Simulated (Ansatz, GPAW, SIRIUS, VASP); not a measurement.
# TiCo: energy against volume and a worked fit

It takes space group Pm-3m (No. 221, cubic). The conventional cell has a = 2.986 Å, b = 2.986 Å, c = 2.986 Å, α = 90.00°, β = 90.00°, γ = 90.00°. Co (site symmetry m-3m) is surrounded by 8 Ti at 2.59 Å. Around Ti (site symmetry m-3m) lie 8 Co at 2.59 Å.

The cell comes from a database or a generator and needn't be the stable form of this composition.

The cell was scaled at fixed shape and fractions and run with Ansatz, all-electron LAPW, scalar-relativistic; PBEsol, k mesh 9 × 9 × 9 on the cell of 2 atoms, fermi-dirac occupations of 0.05 eV, collinear spin, ferromagnetic start, no spin-orbit coupling. Energies are those that the program minimises, any entropy of the smearing included. For a metal such a mesh isn't converged to the digits shown. The magnetic state is the one that the start led to, which needn't be the lowest.

| V (Å³/atom) | energy over the lowest row (meV/atom) |
| --- | --- |
| 12.5146 | 0.83 |
| 12.7808 | 0.00 |
| 13.0471 | 5.40 |
| 13.3134 | 16.31 |
| 13.5796 | 32.09 |
| 13.8459 | ? |
| 14.1122 | 76.21 |

Problem. Fit the third-order Birch-Murnaghan form, give V0, B0 and B′, and predict the energy left open.

Solution. With y = (V0/V)^(2/3), E = E0 + (9 V0 B0/16) [(y - 1)³ B′ + (y - 1)² (6 - 4y)]. Least squares through the rows shown give V0 = 12.6798 Å³/atom, E0 = -0.45 meV, B0 = 186.1 GPa (1 eV/Å³ = 160.218 GPa) and B′ = 4.71, with a largest miss of 0.01 meV. At V = 13.8459 the form with these constants gives 52.23 meV; the run gave 52.20 meV an atom. Other set-ups at this level, from all their volumes (Å³/atom, GPa): GPAW, PAW data sets generated for this functional: V0 12.751, B0 187.3; SIRIUS, all-electron FP-LAPW, apw+lo standard: V0 12.655, B0 187.5; VASP, PBE PAW files Co, Ti_sv, 520 eV (made for PBE): V0 12.644, B0 188.

The minimum lies well below the volume of the listed cell, whose 2.986 Å edge is close to that measured for CsCl-type TiCo. The calculation therefore makes the compound too dense, and probably too stiff as well. The likely cause is PBEsol, which tends to overbind 3d metals; all four set-ups share the contraction, so it is hardly an artefact of one basis or potential.

The high bulk modulus fits strong Ti-Co d-d bonding, in which mainly bonding states are filled. On expansion the d overlap weakens, so the energy climbs by less than a parabola would give, which is what a positive B′ expresses.

The open row lies between fitted volumes, so its close prediction shows that the curve is smooth and the form interpolates well, not that it would hold far outside the range. Only one row lies on the compressed side of the minimum, which leaves B′ resting largely on the expanded branch. Uniform scaling also leaves resistance to shear untested.
